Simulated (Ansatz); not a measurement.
The cell is COD entry 1539232, as deposited and not checked against the literature; nothing was relaxed. The listed cell was then made from it by scaling, straining or moving an atom.

An input for HgTe: DFT, PBE, all-electron LAPW, scalar-relativistic (Ansatz 0.2.0).

Command: `ansatz run input.yaml --threads 1 --pin off --max-ram 3072MiB --backend cpu --events-out ev --progress --plain --runs-dir out` The run took 44 s on 1 thread of Intel(R) Xeon(R) Platinum 8488C (Sapphire Rapids) (shared host), peak memory 0.51 GiB.

```yaml
crystal:
  lattice:
    - [0.0, 3.1576958214, 3.1576958214]
    - [3.1576958214, 0.0, 3.1576958214]
    - [3.1576958214, 3.1576958214, 0.0]
  atoms:
    - { symbol: Hg, position: [0.0, 0.0, 0.0] }
    - { symbol: Te, position: [0.75, 0.75, 0.75] }
kpoints:
  mp_grid: { grid: [11, 11, 11] }
  band_path:
    path:
      - [0.0, 0.0, 0.0]
      - [-0.5, -0.5, 0.0]
      - [-0.375, -0.375, 0.25]
      - [-0.375, 0.0, 0.375]
      - [0.0, 0.0, 0.0]
      - [0.0, 0.0, 0.5]
      - [-0.5, -0.25, 0.25]
      - [-0.5, -0.5, 0.0]
    npoints: 5
scf:
  occupations: { method: fermi_dirac, width: 0.03 }
hamiltonian:
  xc: pbe
  pseudopotentials: { kind: all_electron, lapw: { basis_error: 0.0005 } }
output:
  forces: true
  stress: true
  eigenvalues: true
```

The results part of the log:

```
SCF 1 converged in 7 iterations: F = -718714.335174 eV  dr2 = 3.25e-8
NSCF: frozen V_eff on 36 k-points
SCF converged after 7 iterations
Free energy (F): -718714.335174 eV
Harris-Foulkes:  -718714.335174 eV  (|F-HF|=8.73e-8)
Internal energy: -718714.335048 eV  (E = F + TS)
E sigma→0 (E₀):  -718714.335111 eV
Entropy (-TS):   -0.000126 eV (-0.063 meV/atom)
Fermi energy:    12.198844 eV
--- Per-component energies (eV) ---
  E_band       = -6005.512541
  E_kinetic    = 805993.641899
  E_xc         = -14928.435451
  E_electrostatic = -1509779.541496  (all electrons and nuclei)
  E_smearing   = -0.000126  (= −TS)
  E_closure    = 0.000000  (closes the sum)
  E_atoms      = -718710.908198  (free atoms, spherical and without spin; not in F)
  Σ components = -718714.335174   (vs F -718714.335174, Δ=0.00e0)
  Basis errors (estimates in eV, not in F): energy 2.2e-4 per atom: plane waves 2.0e-4 (1.2e-4 summed), levels above the bands 1.2e-138, relativity 6.0e-9, radial functions 2.0e-5, core shells 2.6e-8; eigenvalues (radial functions only) 5.1e-7; not estimated: angular momenta, meshes, grids; target (lapw.basis_error) 5.0e-4; muffin-tin radii Te 1.352 Å, Hg 1.383 Å
--- Forces (eV/Å), atoms counted from 1 ---
  atom   1  Hg     0.00000000    -0.00000000     0.00000000
  atom   2  Te    -0.00000000     0.00000000     0.00000000
  max |Σ_I F_I| component: 2.08e-17 eV/Å
--- Stress (GPa, compression-positive) ---
        7.935545      -0.000000      -0.000000
       -0.000000       7.935545       0.000000
       -0.000000       0.000000       7.935545
  P = ⅓ Tr σ = 7.9355 GPa (79.355 kbar)
--- Band table (eV; the first three rows and the last of 56) ---
  k-point 0: bands = ["-333.3040", "-333.3040", "-333.3022", "-333.3022", "-333.3022", "-147.4140", "-103.0637", "-97.4547", "-97.4547", "-97.4547", "-81.0033", "-81.0033", "-81.0033", "-81.0023", "-81.0023", "-81.0023", "-81.0013", "-51.5184", "-51.5184", "-51.5184", "-24.7997", "-24.7997", "-24.7997", "-24.7884", "-24.7884", "-0.3504", "4.3827", "4.3827", "4.3827", "5.0016", "5.0016", "11.6258", "12.1700", "12.1700", "12.1700", "16.2816", "16.2816", "16.2816", "18.5975", "21.9500", "21.9500"]
  k-point 1: bands = ["-333.3040", "-333.3040", "-333.3022", "-333.3022", "-333.3022", "-147.4140", "-103.0637", "-97.4547", "-97.4547", "-97.4547", "-81.0033", "-81.0033", "-81.0033", "-81.0023", "-81.0023", "-81.0023", "-81.0013", "-51.5184", "-51.5184", "-51.5184", "-24.7997", "-24.7997", "-24.7997", "-24.7884", "-24.7884", "-0.3028", "4.3959", "4.3964", "4.3964", "4.9998", "4.9998", "10.7602", "12.0562", "12.0562", "12.7451", "16.2064", "16.4275", "16.4275", "19.1994", "21.1743", "21.1743"]
  k-point 2: bands = ["-333.3040", "-333.3040", "-333.3022", "-333.3022", "-333.3022", "-147.4140", "-103.0637", "-97.4547", "-97.4547", "-97.4547", "-81.0033", "-81.0033", "-81.0033", "-81.0023", "-81.0023", "-81.0023", "-81.0013", "-51.5184", "-51.5184", "-51.5184", "-24.7999", "-24.7996", "-24.7996", "-24.7884", "-24.7884", "-0.1711", "4.4316", "4.4316", "4.4506", "4.9976", "4.9976", "9.5482", "11.7805", "11.7805", "13.0766", "16.5107", "16.7546", "16.7546", "19.9593", "20.7349", "20.7349"]
  k-point 55: bands = ["-333.3040", "-333.3040", "-333.3022", "-333.3022", "-333.3022", "-147.4140", "-103.0637", "-97.4547", "-97.4547", "-97.4547", "-81.0033", "-81.0033", "-81.0033", "-81.0023", "-81.0023", "-81.0023", "-81.0013", "-51.5185", "-51.5185", "-51.5184", "-24.8003", "-24.7998", "-24.7991", "-24.7883", "-24.7879", "0.5343", "4.6232", "4.6953", "4.9237", "4.9661", "5.6993", "6.2673", "9.0011", "9.5225", "15.3150", "16.6231", "17.6453", "18.4910", "21.5974", "22.8487", "24.0664"]
```
